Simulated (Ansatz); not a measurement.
# 6 guesses for ZnS and where they end

The calculation used Ansatz 0.2.0, DFT PBE, scalar-relativistic, plane waves, PAW. Settings: cutoff 420 eV, Γ-centred meshes spaced at most about 0.3 Å⁻¹, and about 0.25 Å⁻¹ or finer for metals (2π included), Gaussian smearing. No spin polarisation in the final relaxations.

Each guess was relaxed in cell and atoms at zero pressure, within the symmetry of its start. Temperature and zero-point effects are left out. Coordination counts S atoms around Zn (those within 1.25 times the shortest such distance or 1.15 times the sum of covalent radii, 1.27 where that leaves under three; the shortest distance is added where it exceeds 1.18 times the sum of covalent radii).

```
guess                   made from  start group  V start (Å³/atom)                                         end group  V end (Å³/atom)  coordination at the end  gap on mesh (eV)  E over the lowest end (meV/atom)
    1                 random cell         Pmmm               20.8                                                 ?                ?                        ?                 ?                                 ?
    2                 random cell       P4/mmm               23.3  P4/mmm (tetragonally distorted caesium chloride)             16.3          Zn 8 from 2.8 Å                 0                               963
    3  a cell as deposited in COD       P6_3mc               19.6                                 P6_3mc (wurtzite)             20.2                     Zn 4              2.08                                 1
    4    a Materials Project cell          R3m               19.6                                               R3m             20.2                     Zn 4              2.06                                 0
    5                 random cell         Cmmm               23.5                                              Cmmm             59.5                     Zn 2              1.32                               904
    6                 random cell       P6/mmm               23.4                                            P6/mmm             16.7          Zn 2 from 2.8 Å                 0                              1136
```

Guess 1 as it starts:

```
Zn S
1.0
     2.90035    0.00000    0.00000
     0.00000    3.57872    0.00000
     0.00000    0.00000    4.00253
Zn S
1 1
Cartesian
  1.4502 0.0000 2.0013
  1.4502 1.7894 2.0013
```

Task: Fill in the missing row: what does this guess relax into, and where does it rank?

Result: It ends in space group Pmmm (No. 47), with a = 4.176 Å, b = 5.610 Å, c = 5.732 Å, 67.1 Å³/atom and a gap of 1.41 eV. It lies 0.90 eV/atom over the lowest end, above guess 3 and within the noise of guess 5. Counting S atoms around Zn, this end has Zn 2 and the lowest (guess 4) has Zn 4.

```
Zn S
1.0
     4.17591    0.00000    0.00000
     0.00000    5.60987    0.00000
     0.00000    0.00000    5.73244
Zn S
1 1
Direct
  0.00000 0.50000 0.50000
  0.50000 0.50000 0.50000
```

Energies over the elements count from the elements' standard structures at the same level, with no fitted energy shifts.

Task: Is the lowest end bound against the elements?

Result: Yes: its formation energy is −0.820 eV/atom. It lies below the elements, which doesn't yet make it stable against other compounds or structures.

The k mesh leaves some 4 meV/atom of noise in the energy of each metallic cell. No dispersion correction is applied, so the spacing and binding between layers, chains or molecules are poorly described (Pmmm, Cmmm), and this can change margins and order among such cells. Kohn–Sham gaps at this level usually fall short of measured ones. The reference form of S is held partly by dispersion forces, which this level lacks. With atoms moved at random, P6_3mc came back. Other cells relaxed within their symmetry can be saddle points. Some types were kept out of the candidates beforehand, so the set may lack a known form.

Tetrahedral coordination separates the low-energy ends from the rest. Zn has a filled d shell and bonds mainly through s and p states, so four polar covalent bonds to S suit it well. Wurtzite and the R3m cell share this local bonding and differ essentially in stacking, which explains their near-degeneracy; 1 meV/atom is too little to settle a preference. Zinc blende, the usual low-temperature form, is not among the listed ends, so the R3m cell's first place does not contradict experiment.

Density alone does not decide the ranking. The compact metallic cells have long Zn–S contacts and lose directional bonding, and in P6/mmm close contacts between like atoms probably add to the cost. In the Pmmm end, straight Zn–S chains keep only two short bonds per atom. Linear coordination is reasonable for Zn, but S normally prefers a bent geometry, which this symmetry forbids. The 0.90 eV/atom therefore probably overstates the cost of a chain free to bend, though missing interchain attraction is unlikely to account for most of it.
